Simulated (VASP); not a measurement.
# BaS (Fm-3m) in VASP: notebook

Aim: see how the results for BaS move with the level of theory and the settings. Levels: BLYP, PBE. Tasks: relaxation of cell and atoms, single point.

Program: VASP 6.6.1. These are calculated values, not measurements. Logs are shortened: lines on timing, memory, paths and dates and some standing lists are left out, and cuts for length are marked.

**Experimental background.**

A printed reference work, monograph, original work of 1988 reports, for a bulk crystal of BaS at 2 K: band gap 3.806 eV (indirect).

The runs below are set against these values where they give the same quantity.

**1. The cell of the first run**

Symmetry: Fm-3m, No. 225, cubic system. Conventional cell: a = 6.388 Å, b = 6.388 Å, c = 6.388 Å, α = 90.00°, β = 90.00°, γ = 90.00°. Ba (site symmetry m-3m) has 6 S at 3.19 Å within 4.2 Å. Within 4.2 Å of S (site symmetry m-3m) lie 6 Ba at 3.19 Å.

**2. Relaxation of cell and atoms, BLYP**

INCAR

```
PREC = Accurate
ENCUT = 600
EDIFF = 1E-6
ISMEAR = -1
SIGMA = 0.05
LREAL = F
LASPH = T
NELM = 60
ALGO = Normal
ISIF = 3
LWAVE = F
LCHARG = F
GGA = B5
ALDAX = 1.0
AGGAX = 1.0
AGGAC = 1.0
ALDAC = 0.0
IBRION = 2
NSW = 80
EDIFFG = -0.005
```

KPOINTS

```
regular mesh
0
Gamma
  7 7 7
```

POSCAR

```
BaS
1.0
    0.0000000000      3.1937500000      3.1937500000
    3.1937500000      0.0000000000      3.1937500000
    3.1937500000      3.1937500000      0.0000000000
Ba S
1 1
Direct
    0.0000000000      0.0000000000      0.0000000000
    0.5000000000      0.5000000000      0.5000000000
```

Potentials or basis: VASP PAW PBE potentials, release 64 (Ba_sv, S).

Run with:

```sh
$ cat potpaw_PBE.64/Ba_sv/POTCAR potpaw_PBE.64/S/POTCAR > POTCAR
$ mpirun -np 1 vasp_std > vasp.out
```

OUTCAR:

```text
PREC = Accurate
   ENCUT = 600
   EDIFF = 1E-6
   ISMEAR = -1
   LREAL = F
   LASPH = T
   NELM = 60
   ISIF = 3
   GGA = B5
   IBRION = 2
   NSW = 80
   EDIFFG = -0.005

 ion  position               nearest neighbor table
   1  0.000  0.000  0.000-   2 3.19   2 3.19   2 3.19   2 3.19   2 3.19   2 3.19
   2  0.500  0.500  0.500-   1 3.19   1 3.19   1 3.19   1 3.19   1 3.19   1 3.19

  LATTYP: Found a face centered cubic cell.
 ALAT       =     6.3875000000

  Lattice vectors:

 A1 = (   0.0000000000,   3.1937500000,   3.1937500000)
 A2 = (   3.1937500000,   0.0000000000,   3.1937500000)
 A3 = (   3.1937500000,   3.1937500000,   0.0000000000)

Analysis of symmetry for initial positions (statically):
=====================================================================
 Subroutine PRICEL returns:
 Original cell was already a primitive cell.

 Routine SETGRP: Setting up the symmetry group for a
 face centered cubic supercell.

 Subroutine GETGRP returns: Found 48 space group operations
 (whereof 48 operations were pure point group operations)
 out of a pool of 48 trial point group operations.

The static configuration has the point symmetry O_h .

Analysis of symmetry for dynamics (positions and initial velocities):
=====================================================================
 Subroutine PRICEL returns:
 Original cell was already a primitive cell.

 Routine SETGRP: Setting up the symmetry group for a
 face centered cubic supercell.

 Subroutine GETGRP returns: Found 48 space group operations
 (whereof 48 operations were pure point group operations)
 out of a pool of 48 trial point group operations.

The dynamic configuration has the point symmetry O_h .

 Subroutine INISYM returns: Found 48 space group operations
 (whereof 48 operations are pure point group operations),
 and found     1 'primitive' translations

----------------------------------------------------------------------------------------

                                     Primitive cell

  volume of cell :      65.1527

  direct lattice vectors                    reciprocal lattice vectors
     0.000000000  3.193750000  3.193750000    -0.156555773  0.156555773  0.156555773
     3.193750000  0.000000000  3.193750000     0.156555773 -0.156555773  0.156555773
[... 69 lines left out ...]
   NGXF,Y,Z  is equivalent  to a cutoff of  26.50, 26.50, 26.50 a.u.
 SYSTEM =  unknown system
   PREC   = accura    normal or accurate (medium, high low for compatibility)
   ISTART =      0    job   : 0-new  1-cont  2-samecut
   ICHARG =      2    charge: 1-file 2-atom 10-const
   ISPIN  =      1    spin polarized calculation?
   LNONCOLLINEAR =      F non collinear calculations
   LSORBIT =      F    spin-orbit coupling
   LASPH  =      T    aspherical Exc in radial PAW
   ENCUT  =  600.0 eV  44.10 Ry    6.64 a.u.   9.02  9.02  9.02*2*pi/ulx,y,z
   NELM   =     60;   NELMIN=  2; NELMDL= -5     # of ELM steps
   EDIFF  = 0.1E-05   stopping-criterion for ELM
   LREAL  =      F    real-space projection
   EDIFFG = -.5E-02   stopping-criterion for IOM
   NSW    =     80    number of steps for IOM
   IBRION =      2    ionic relax: 0-MD 1-quasi-New 2-CG
   NFREE  =      1    steps in history (QN), initial steepest desc. (CG)
   ISIF   =      3    stress and relaxation
   ISYM   =      2    0-nonsym 1-usesym 2-fastsym
   POTIM  = 0.5000    time-step for ionic-motion
   TEBEG  =    0.0;   TEEND  =   0.0 temperature during run
   PSTRESS=    0.0 pullay stress
   NELECT =      16.0000    total number of electrons
   NUPDOWN=      -1.0000    fix difference up-down
   EMIN   =  10.00;   EMAX   =-10.00  energy-range for DOS
   EFERMI =   0.00;   METHOD = LEGACY
   ISMEAR =    -1;   SIGMA  =   0.05  broadening in eV -4-tet -1-fermi 0-gaus
   EFERMI_NEDOS =   21; number of points for ismear=-14 and -15
   IALGO  =     38    algorithm
   IMIX   =      4    mixing-type and parameters
     AMIX     =   0.40;   BMIX     =  1.00
     AMIX_MAG =   1.60;   BMIX_MAG =  1.00
  volume/ion in A,a.u.               =      32.58       219.84
  Fermi-wavevector in a.u.,A,eV,Ry     =   1.025189  1.937326 14.299891  1.051012
  Thomas-Fermi vector in A             =   2.159016
   LORBIT       =      0    0 simple, 1 ext, 2 COOP (PROOUT), +10 PAW based schemes
   GGA     = B5    functional components
   LHFCALC =     F    Hartree Fock is set to
   AEXX    =    0.0000 exact exchange contribution
   IVDW    =     0    specifies the selected vdW correction
   LEPSILON=     F    determine dielectric tensor
   LRPA    =     F    only Hartree local field effects (RPA)
 conjugate gradient relaxation of ions
 non-spin polarized calculation
  energy-cutoff  :      600.00
  volume of cell :       65.15
 maximum number of plane-waves:      2186
   NGX = 17   NGY = 17   NGZ = 17

--------------------------------------- Ionic step        1  -------------------------------------------

 number of electron      16.0000001 magnetization

 Free energy of the ion-electron system (eV)
  ---------------------------------------------------
  ext. energy  EPLUGINS =         0.00000000
  ---------------------------------------------------
  free energy    TOTEN  =        -9.28641037 eV

  energy without entropy =       -9.28641037  energy(sigma->0) =       -9.28641037

------------------------ aborting loop because EDIFF is reached ----------------------------------------

  FORCE on cell =-STRESS in cart. coord.  units (eV):
  Direction    XX          YY          ZZ          XY          YZ          ZX
  --------------------------------------------------------------------------------------
  -------------------------------------------------------------------------------------
  Total        1.4997760      1.4997760      1.4997760     -0.0000000     -0.0000000     -0.0000000
  in kB       36.8811319     36.8811319     36.8811319     -0.0000000     -0.0000000     -0.0000000
  external PRESSURE =      36.8811319 kB  Pullay stress =       0.0000000 kB
[... 59 lines left out ...]
--------------------------------------- Ionic step        3  -------------------------------------------

 number of electron      15.9999998 magnetization

 Free energy of the ion-electron system (eV)
  ---------------------------------------------------
  ext. energy  EPLUGINS =         0.00000000
  ---------------------------------------------------
  free energy    TOTEN  =        -9.34591654 eV

  energy without entropy =       -9.34591654  energy(sigma->0) =       -9.34591654

 E-fermi :   2.5354     XC(G=0):  -7.8055

 val. band max:        1.4637699148   @ k =   0.0000   0.0000   0.0000
 cond. band min:       3.8165137013   @ k =   0.4286   0.4286   0.0000
 fundamental gap:      2.3527437866
 Fermi energy:         2.5353919363

 k-point     1 :       0.0000    0.0000    0.0000
  band No.  band energies     occupation
      1     -24.9294      2.00000
      2     -10.0221      2.00000
      3     -10.0221      2.00000
      4     -10.0221      2.00000
      5      -8.7668      2.00000
      6       1.4638      2.00000
      7       1.4638      2.00000
      8       1.4638      2.00000
      9       4.8342      0.00000
     10       5.2934      0.00000
     11       5.2934      0.00000
     12       5.2934      0.00000
[... 312 lines left out ...]
  FREE ENERGIE OF THE ION-ELECTRON SYSTEM (eV)
  ---------------------------------------------------
  free  energy   TOTEN  =        -9.3459165368 eV

  energy  without entropy=       -9.3459165368  energy(sigma->0) =       -9.34591654

 reached required accuracy - stopping structural energy minimisation
```

OSZICAR:

```text
N       E                     dE             d eps       ncg     rms          rms(c)
DAV:   1     0.960038731729E+02    0.96004E+02   -0.75576E+03   480   0.130E+03
DAV:   2    -0.419263454446E+01   -0.10020E+03   -0.92455E+02   660   0.203E+02
DAV:   3    -0.981959501117E+01   -0.56270E+01   -0.55839E+01   624   0.540E+01
[... 25 lines left out ...]
DAV:   3    -0.934590327999E+01    0.93240E-02   -0.27037E-02   696   0.115E+00    0.281E-01
DAV:   4    -0.934578497265E+01    0.11831E-03   -0.13612E-03   736   0.265E-01    0.165E-01
DAV:   5    -0.934589458220E+01   -0.10961E-03   -0.40485E-04   752   0.138E-01    0.775E-02
DAV:   6    -0.934591645712E+01   -0.21875E-04   -0.18759E-05   748   0.300E-02    0.553E-03
DAV:   7    -0.934591653679E+01   -0.79676E-07   -0.61083E-07   420   0.688E-03
   3 F= -.93459165E+01 E0= -.93459165E+01  d E =-.595062E-01
```

CONTCAR:

```text
BaS
   1.00000000000000
    -0.0000000000000000    3.2818634098559460    3.2818634098559460
     3.2818634098559460   -0.0000000000000000    3.2818634098559460
     3.2818634098559460    3.2818634098559460    0.0000000000000000
  Ba              S
     1     1
Direct
     0.0000000000000000    0.0000000000000000    0.0000000000000000
     0.5000000000000000    0.5000000000000000    0.5000000000000000

  0.00000000E+00  0.00000000E+00  0.00000000E+00
  0.00000000E+00  0.00000000E+00  0.00000000E+00
```

Run time: 1.9 min. Hardware: 1 thread of Intel Xeon 6975P-C, shared host; peak memory 0.23 GiB.

Results:

```yaml
Free_energy: -9.3459 eV
Relaxed_volume: 35.35 Å³/atom
Relaxed_cell: a = 4.641 Å, b = 4.641 Å, c = 4.641 Å, α = 60.00°, β = 60.00°, γ = 60.00°
Space_group_after_relaxing_to_0.05_Å: Fm-3m (No. 225)
Energy_gained_by_relaxing: 29.8 meV/atom
Ionic_steps: 3
Pressure_after_relaxing: 0.0 GPa
Band_gap_on_the_k_mesh: 2.35 eV, indirect (least direct gap 2.52 eV)
```

Step by step:
```tsv
step	energy change (eV)	largest force (eV/Å)	pressure (GPa)	volume (Å³)
1	0.0000	0.0000	3.69	65.15
2	-0.0545	0.0000	-0.88	72.48
3	-0.0595	0.0000	0.01	70.70
```

Final structure:
```
CELL_PARAMETERS angstrom
0.00000 3.28186 3.28186
3.28186 0.00000 3.28186
3.28186 3.28186 0.00000
ATOMIC_POSITIONS crystal
Ba 0.00000 0.00000 0.00000
S 0.50000 0.50000 0.50000
```

Caveat: the PAW data sets were made with another functional, which shifts forces and pressure a little; spin-orbit coupling is left out, which moves the levels of the heavy elements. A k mesh can miss the band edges.

**3. Single point, PBE**

INCAR

```
  ALGO = Normal
  EDIFF = 1E-6
  ENCUT = 520
  GGA = PE
  ISIF = 2
  ISMEAR = -1
  LASPH = T
  LCHARG = T
  LELF = T
  LREAL = F
  LVHAR = T
  LWAVE = F
  NBANDS = 15
  NELM = 100
  PREC = Accurate
  SIGMA = 0.05
```

KPOINTS

```
k-points
0
Gamma
  6 6 6
```

POSCAR is that of step 2.

Potentials or basis: VASP PAW PBE potentials, release 64 (Ba_sv, S).

Run with:

```sh
$ cat potpaw_PBE.64/Ba_sv/POTCAR potpaw_PBE.64/S/POTCAR > POTCAR
$ mpirun -np 1 vasp_std > vasp.out
```

Run time: 9.9 s. Hardware: 1 thread of Intel Xeon 6975P-C, shared host; peak memory 0.2 GiB.

It converged, with:

```
Free energy            : -10.1846 eV
Pressure               : 1.4 GPa
Band gap on the k mesh : 2.11 eV, indirect (least direct gap 2.24 eV)
```

Levels at points of the mesh, in eV from the valence-band top:
```tsv
k point	band 5	band 6	band 7	band 8	band 9	band 10	band 11	band 12
(0.00, 0.00, 0.00)	-10.36	0.00	0.00	0.00	3.60	3.87	3.87	3.87
(0.50, 0.00, 0.00)	-9.12	-1.94	-1.09	-1.09	5.54	5.69	6.31	6.31
(0.50, 0.50, 0.00)	-10.27	-0.52	-0.14	-0.14	2.11	5.93	6.03	7.49
```

Caveat: spin-orbit coupling is left out, which moves the levels of the heavy elements.

**4. Single point, PBE**

INCAR

```
  ALGO = Normal
  EDIFF = 1E-6
  ENCUT = 520
  GGA = PE
  ISIF = 2
  ISMEAR = 0
  LASPH = T
  LCHARG = F
  LREAL = F
  LWAVE = F
  NBANDS = 15
  NELM = 100
  PREC = Accurate
  SIGMA = 0.014
```

KPOINTS

```
k-points
0
Gamma
  7 7 7
```

POSCAR is that of step 3.

Run with:

```sh
$ cat potpaw_PBE.64/Ba_sv/POTCAR potpaw_PBE.64/S/POTCAR > POTCAR
$ mpirun -np 1 vasp_std > vasp.out
```

It took 12 s on 1 thread of Intel Xeon 6975P-C (Granite Rapids), shared host; peak memory 0.2 GiB.

It converged, with:

```yaml
Free_energy: -10.1847 eV
Pressure: 1.4 GPa
Band_gap_on_the_k_mesh: 2.17 eV, indirect (least direct gap 2.31 eV)
```

Levels at points of the mesh, in eV from the valence-band top:
```csv
k point,band 5,band 6,band 7,band 8,band 9,band 10,band 11,band 12
"(0.00, 0.00, 0.00)",-10.36,0.00,0.00,0.00,3.60,3.87,3.87,3.87
```

Caveat: spin-orbit coupling is left out, which moves the levels of the heavy elements.

[end of part 1 of 2]
